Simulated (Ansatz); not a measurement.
# Ta: the cost of one run

Program: Ansatz 0.2.0. Level of theory: DFT PBE, scalar-relativistic, plane waves, PAW. These are calculated values, not measurements.

The COD entry's cell or inner coordinates are ideal or old and differ from later refinements, so a difference from it is no clean test against experiment.

3 further runs of the same task are left out: 3 set aside as unsound or not needed.

### 1 The system as given

The structure is hexagonal, space group P6_3mc (No. 186). Conventional cell: a = 3.235 Å, b = 3.235 Å, c = 8.892 Å, α = 90.00°, β = 90.00°, γ = 120.00°. Ta (site symmetry 3m) has 3 Ta at 1.87 Å as nearest neighbours.

Structure file:

```xyz
4
Lattice="3.2348 0.0000 0.0000 -1.6174 2.8014 0.0000 0.0000 0.0000 8.8923" Properties=species:S:1:pos:R:3 pbc="T T T"
Ta    0.0000    0.0000    0.0000
Ta    0.0000    0.0000    4.4462
Ta    0.0000    1.8676    0.0445
Ta    1.6174    0.9338    4.4906
```

This is candidate A: C type (P6_3mc, No. 186).

(A quick probe on a coarse mesh, which set the mesh and smearing, is not shown.)

### 3 A loose first relaxation (candidate A)

input.yaml

```yaml
crystal:
  lattice:
    - [3.2347594818, 0.0, 0.0]
    - [-1.6173797409, 2.8013838864, 0.0]
    - [0.0, 0.0, 8.8923188097]
  atoms:
    - { symbol: Ta, position: [0.0, 0.0, 0.0] }
    - { symbol: Ta, position: [0.0, 0.0, 0.5] }
    - { symbol: Ta, position: [0.3333333333, 0.6666666667, 0.005] }
    - { symbol: Ta, position: [0.6666666667, 0.3333333333, 0.505] }
basis:
  ecutwfc: 420
kpoints:
  mp_grid: { grid: [6, 6, 2] }
hamiltonian:
  xc: pbe
scf:
  occupations: { method: gaussian, width: 0.1 }
  lower_state_search: "off"
output:
  forces: true
  stress: true
  eigenvalues: true
relax:
  adjacent_minimum: "off"
  f_tol: 0.04
  max_steps: 70
  cell: { stress_tol: 0.4 }
```

Q: Estimate wall time and peak memory on 1 thread of an Arm CPU, shared host.

About 89 s, with a peak of 0.32 GiB.
